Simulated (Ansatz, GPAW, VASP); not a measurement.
One calculation of Al, 3 ways

```
CELL_PARAMETERS angstrom
0.00000 2.02481 2.02481
2.02481 0.00000 2.02481
2.02481 2.02481 0.00000
ATOMIC_POSITIONS crystal
Al 0.00000 0.00000 0.00000
```

Alike in all runs: task single point; functional PBE; k mesh 11 × 11 × 11; occupations gaussian, width 0.025 eV; no spin polarisation; no spin-orbit coupling. Pressure is positive in compression and, in plane waves, holds the error of the finite cutoff.

```tsv
program and potentials	plane-wave cutoff (eV)	notes	pressure (GPa)
Ansatz, all-electron LAPW, scalar-relativistic	-	-	-0.48
GPAW, GPAW PAW data sets (gpaw-data 1.2.1)	600	-	-0.36
VASP, PBE PAW files Al, 520 eV	520	-	-0.52
```

The pressure spans -0.52 (VASP, PBE PAW files Al, 520 eV) to -0.36 GPa (GPAW, GPAW PAW data sets (gpaw-data 1.2.1)), with all-electron results at -0.48.

Differences between rows come from potentials, basis sets and numerical settings, since the functional is the same but for its coding. Runs on potential files found faulty are left out.

All three calculations place the cell under slight tension, so at this fixed geometry PBE favours a somewhat smaller lattice constant. In a simple sp metal such as aluminium, the equilibrium volume reflects a balance between the kinetic pressure of the nearly free electrons, which pushes the lattice outward, and the electrostatic and exchange-correlation attraction that binds it. Here the attraction slightly outweighs the kinetic term. Measured against aluminium's bulk modulus, the stresses are small and imply only a minor contraction, and the differences between programs would shift the equilibrium lattice constant even less.

The close agreement is physically reasonable: the neon-like core is compact and well separated in energy from the 3s and 3p electrons, which makes the valence scattering comparatively easy to reproduce with PAW. The VASP value lies nearer the all-electron result than the GPAW value, but this alone does not establish a better potential. Because the Fermi surface is sampled on the same mesh throughout, the agreement also doesn't demonstrate k-point convergence of the pressure.
